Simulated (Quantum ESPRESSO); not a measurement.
Runs of Quantum ESPRESSO 7.5 on MnO. The structure is cubic, space group Fm-3m (No. 225). Conventional cell: a = 4.444 Å, b = 4.444 Å, c = 4.444 Å, α = 90.00°, β = 90.00°, γ = 90.00°. Mn (site symmetry m-3m) has 6 O at 2.22 Å as nearest neighbours. Around O (site symmetry m-3m) lie 6 Mn at 2.22 Å. 

| cell | gap on the mesh (eV) | pressure (GPa) | moment (μB) |
| --- | --- | --- | --- |
| relaxed to 5 GPa | none | 5.0 | 3.75 |
| relaxed | none | 0.0 | 3.75 |
| relaxed to 10 GPa | none | 10.0 | (a) |
| relaxed to 20 GPa | none | 20.0 | 3.54 |
| relaxed to 40 GPa | none | 40.0 | 3.40 |

Alike in all rows: task phonons; level LDA; potentials or basis PseudoDojo 0.4.1 SR LDA standard; spin collinear, ferromagnetic start; k mesh 4 × 4 × 4, shifted; cutoff (eV) 1306; smearing fermi-dirac 0.05 eV; the mesh is coarse, so values aren't converged.

Fill in the values left out.

(a) 3.74.

Caveats: all runs use coarse meshes; the mesh is thin for the phonons of a metal; a cell with one magnetic atom can't hold antiferromagnetic order, which such compounds often take; semilocal functionals often make such compounds metallic where correlation or magnetic order opens a gap, which also shifts bond lengths; the cell is more than 3 GPa from zero pressure, which shifts response properties (some runs).

A gap of «none» marks a metal or a gap under the smearing width.
